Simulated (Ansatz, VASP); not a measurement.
**Ni: VASP beside Ansatz**

```xyz
1
Lattice="0.0000 1.7717 1.7717 1.7717 0.0000 1.7717 1.7717 1.7717 0.0000" Properties=species:S:1:pos:R:3 pbc="T T T"
Ni    0.0000    0.0000    0.0000
```

Change from the starting cell: volume scaled by 1.06.

Alike in both runs: task single point; functional PBEsol; k mesh 13 × 13 × 13; occupations fermi-dirac, width 0.05 eV; collinear spin.

```csv
,VASP,Ansatz
version,VASP 6.6.1,Ansatz 0.2.0
potentials or method,"VASP PAW PBE potentials, release 64 (Ni), cutoff 520 eV","all-electron LAPW, scalar-relativistic"
```

Ansatz gave:

| Item | Value |
| --- | --- |
| gap on the k mesh at the Fermi level (eV) | none |
| pressure (GPa) | -13.5 |
| net moment per atom (μB) | 0.63 |
| size of the moment on the site where the two differ most (μB) | 0.66 |

Question: What did VASP give for the same quantities?

Answer: gap on the k mesh at the Fermi level (eV): none; pressure (GPa): -13.3; net moment per atom (μB): 0.63; size of the moment on the site where the two differ most (μB): 0.64.

Site moments also hang on the region over which each program counts them. A gap of «none» marks a metal or a gap that the smearing closes. Ansatz ran all-electron here, so the differences hold the error of VASP's frozen core and of both bases.

Caveats: the PAW data sets were made with another functional, which shifts forces and pressure a little (VASP).
